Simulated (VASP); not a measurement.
A run of VASP 6.6.1:

File INCAR:

```
PREC = Accurate
ENCUT = 520
EDIFF = 1E-7
ISMEAR = -1
SIGMA = 0.05
LREAL = False
LASPH = True
NELM = 80
ALGO = Normal
ISIF = 2
LWAVE = False
LCHARG = False
GGA = PE
NBANDS = 24
```

KPOINTS

```
regular mesh
0
Gamma
  7 7 7
```

The input POSCAR:

```
KMgF3
1.0
    3.9859000000      0.0000000000      0.0000000000
    0.0000000000      3.9859000000      0.0000000000
    0.0000000000      0.0000000000      3.9859000000
K Mg F
1 1 3
Direct
    0.4915570000      0.5214180000      0.4837880000
   -0.0018630000      0.0062290000      0.0002000000
    0.0015480000      0.0008360000      0.5151270000
   -0.0024120000      0.4889800000      0.0097390000
    0.5067060000      0.0081420000     -0.0027700000
```

Potentials or basis: VASP PAW PBE potentials, release 64 (K_sv, Mg, F).

Command:

```console
$ cat potpaw_PBE.64/K_sv/POTCAR potpaw_PBE.64/Mg/POTCAR potpaw_PBE.64/F/POTCAR > POTCAR
$ mpirun -np 1 vasp_std > vasp.out
```

Hardware: 1 thread of AMD EPYC 9R45 (Zen 5) (shared host).

Question: Estimate the wall time of this run.

Answer: It took 110 s on 1 thread of AMD EPYC 9R45 (Zen 5) (shared host), peak memory 0.32 GiB. Counts: scf iterations 14, k points 172.
